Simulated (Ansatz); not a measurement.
# Si (diamond type): how the settings move a single-point run

Question: which choices in the input matter for Si (diamond type)?

Method: reference: DFT, PBE, PAW with Ansatz's default frozen-core files, scalar-relativistic, in Ansatz 0.2.0.

### 1 The structure to begin with

It takes space group R-3m (No. 166, trigonal). Conventional cell: a = 3.839 Å, b = 3.839 Å, c = 9.403 Å, α = 90.00°, β = 90.00°, γ = 120.00°. Si (site symmetry 3m) is surrounded by 4 Si at 2.21 to 2.40 Å.

Structure file:

```
CELL_PARAMETERS angstrom
0.00000 2.71442 2.71442
2.71442 0.00000 2.71442
2.71442 2.71442 0.00000
ATOMIC_POSITIONS crystal
Si 0.85250 0.88250 0.88250
Si 0.14750 0.11750 0.11750
```

### 2 Baseline

Input file input.yaml:

```yaml
crystal:
  lattice:
    - [0.0, 2.7144176166, 2.7144176166]
    - [2.7144176166, 0.0, 2.7144176166]
    - [2.7144176166, 2.7144176166, 0.0]
  atoms:
    - { symbol: Si, position: [-0.1475, -0.1175, -0.1175] }
    - { symbol: Si, position: [0.1475, 0.1175, 0.1175] }
kpoints:
  mp_grid: { grid: [10, 10, 10] }
scf:
  occupations: { method: fermi_dirac, width: 0.05 }
hamiltonian:
  xc: pbe
  pseudopotentials: { kind: paw }
output:
  forces: true
  stress: true
  eigenvalues: true
  efg: { contact_densities: true }
  populations: true
  write_density: true
  write_potential: true
  elf: true
  volumetric_format: npy
```

Launch:

```bash
ansatz run input.yaml --threads 1 --pin off --max-ram 2048MiB --backend cpu --events-out ev --progress --plain --runs-dir out
```

### 3 Variant: structure, mp_grid.shift [0.5, 0.5, 0.5], accuracy high, spin_polarized true

input.yaml: that of step 2 with these lines changed.

```diff
@@ -6,6 +6,6 @@
   atoms:
-    - { symbol: Si, position: [-0.1475, -0.1175, -0.1175] }
-    - { symbol: Si, position: [0.1475, 0.1175, 0.1175] }
+    - { symbol: Si, position: [-0.1925, -0.1025, -0.1025], spin: 0.2 }
+    - { symbol: Si, position: [0.1925, 0.1025, 0.1025], spin: 0.2 }
 kpoints:
-  mp_grid: { grid: [10, 10, 10] }
+  mp_grid: { grid: [10, 10, 10], shift: [0.5, 0.5, 0.5] }
 scf:
@@ -25 +25,4 @@
   volumetric_format: npy
+accuracy: high
+magnetization:
+  spin_polarized: true
```

Q: Predict the outcome of this session. Wanted: for each run, ending; energy change; pressure; gap; force.

**Answer**, as computed:

| run | ending | energy change | pressure (GPa) | gap (eV) | force (eV/Å) | cycles | time |
| --- | --- | --- | --- | --- | --- | --- | --- |
| reference | converged | 0 | 3.0 | 0.05 | 2.35 | 6 | 3.4 s |
| 1: structure, mp_grid.shift [0.5, 0.5, 0.5], accuracy high, spin_polarized true | converged | +813.7 meV/atom | 13.3 | 0.00 | 10.03 | 13 | 26 s |

Residual by cycle in the longest SCF loop of each run; runs are numbered as in the table. The quantity is the density residual dr2, in eV.

| cycle | reference | run 1 |
| --- | --- | --- |
| 1 | 4.2e-4 | 0.859 |
| 2 | 5.3e-5 | 0.504 |
| 3 | 3.9e-6 | 0.0125 |
| 4 | 4.2e-8 | 0.00388 |
| 5 | 8.9e-10 | 3.8e-4 |
| 6 | 1.7e-11 | 3.4e-6 |
| 8 | - | 6.2e-7 |
| 9 | - | 5.4e-9 |
| 10 | - | 7.8e-10 |
| 11 | - | 3.2e-9 |
| 12 | - | 6.1e-11 |
| 13 | - | 1.1e-12 |

What this shows: Changing the structure, k-point mesh, accuracy level and spin polarisation moves the energy by +813.7 meV/atom, and the pressure goes from 3.0 to 13.3 GPa, the gap on the mesh closes (it was 0.05 eV) and the largest force goes from 2.35 to 10.03 eV/Å. A gap read on a mesh depends on which points the mesh holds, and a coarse mesh shifts the density too. Cost: 13 SCF cycles against 6, 26 s against 3.4 s.
